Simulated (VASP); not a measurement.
Set up this calculation in VASP 6.6.1, as the native input.

* Task: band structure
* Functional: HSE06
* Potentials or basis: VASP PAW PBE potentials, release 64 (Zn, Se)
* Cutoff: 520 eV
* k mesh: 6 × 6 × 6
* Occupations: gaussian, width 0.02 eV
* Spin: no spin polarisation
* Grid for exact exchange (PRECFOCK): Fast
* Screening parameter: 0.2 1/A
* Further INCAR settings: ALGO = Normal; EDIFF = 1e-07

Crystal: ZnSe.

```xyz
2
Lattice="0.0000 2.8701 2.8701 2.8701 0.0000 2.8701 2.8701 2.8701 0.0000" Properties=species:S:1:pos:R:3 pbc="T T T"
Zn    2.8701    0.0000    2.8701
Se    1.4351    1.4351    1.4351
```

These files were run (other wordings do the same):

POSCAR

```
ZnSe                                    
1.0
    0.0000000000      2.8701324925      2.8701324925
    2.8701324925      0.0000000000      2.8701324925
    2.8701324925      2.8701324925      0.0000000000
  Zn              Se            
     1     1
Direct
     0.0000000000000000    1.0000000000000000    0.0000000000000000
     0.2500000000000000    0.2500000000000000    0.2500000000000000
```

INCAR.step1

```
PREC     = Accurate       # precision mode
ENCUT    = 520            # plane-wave cutoff, eV
EDIFF    = 1E-5           # SCF threshold, eV
ISMEAR   = 0              # smearing method
SIGMA    = 0.02           # smearing width, eV
LREAL    = F              # projectors in reciprocal space
LASPH    = T              # aspherical terms in the spheres
NELM     = 60             # most SCF steps
ALGO     = Normal         # electronic algorithm
ISIF     = 2              # what is computed and relaxed
LWAVE    = T              # write WAVECAR
LCHARG   = F              # write CHGCAR
KPAR     = 4            
GGA      = PE             # functional
```

INCAR.step2

```
PREC     = Accurate       # precision mode
ENCUT    = 520            # plane-wave cutoff, eV
EDIFF    = 1E-7           # SCF threshold, eV
ISMEAR   = 0              # smearing method
SIGMA    = 0.02           # smearing width, eV
LREAL    = F              # projectors in reciprocal space
LASPH    = T              # aspherical terms in the spheres
NELM     = 60             # most SCF steps
ALGO     = Normal         # electronic algorithm
ISIF     = 2              # what is computed and relaxed
LWAVE    = F              # write WAVECAR
LCHARG   = F              # write CHGCAR
GGA      = PE             # functional
LHFCALC  = T              # exact exchange
HFSCREEN = 0.2            # screening, 1/A
PRECFOCK = Fast         
KPAR     = 4            
ISTART   = 1
```

KPOINTS

```
regular mesh
0
Gamma
  6 6 6
```

KPOINTS_OPT

```
path GXWKGLUWLK,UX
12
line-mode
reciprocal
 0.0000000000  0.0000000000  0.0000000000  G
 0.5000000000  0.0000000000  0.5000000000  X

 0.5000000000  0.0000000000  0.5000000000  X
 0.5000000000  0.2500000000  0.7500000000  W

 0.5000000000  0.2500000000  0.7500000000  W
 0.3750000000  0.3750000000  0.7500000000  K

 0.3750000000  0.3750000000  0.7500000000  K
 0.0000000000  0.0000000000  0.0000000000  G

 0.0000000000  0.0000000000  0.0000000000  G
 0.5000000000  0.5000000000  0.5000000000  L

 0.5000000000  0.5000000000  0.5000000000  L
 0.6250000000  0.2500000000  0.6250000000  U

 0.6250000000  0.2500000000  0.6250000000  U
 0.5000000000  0.2500000000  0.7500000000  W

 0.5000000000  0.2500000000  0.7500000000  W
 0.5000000000  0.5000000000  0.5000000000  L

 0.5000000000  0.5000000000  0.5000000000  L
 0.3750000000  0.3750000000  0.7500000000  K

 0.6250000000  0.2500000000  0.6250000000  U
 0.5000000000  0.0000000000  0.5000000000  X
```

Potentials or basis: VASP PAW PBE potentials, release 64 (Zn, Se).

Command:

```sh
$ cat potpaw_PBE.64/Zn/POTCAR potpaw_PBE.64/Se/POTCAR > POTCAR
$ cp INCAR.step1 INCAR
$ mpirun -np 4 vasp_std > vasp.out
$ cp INCAR.step2 INCAR
$ mpirun -np 4 vasp_std > vasp.out
```

Results of the run:

| Quantity | Value |
| --- | --- |
| Pressure | -1.2 GPa |
| Band gap on the k mesh | 2.25 eV, direct |
| Band gap along the path | 2.25 eV, direct |

Caveat: the PAW data sets were made with another functional, which shifts forces and pressure a little.

Run time: 21 min on 4 MPI ranks on Intel(R) Xeon(R) Platinum 8488C (Sapphire Rapids), on a shared host, peak memory 0.37 GiB a rank.
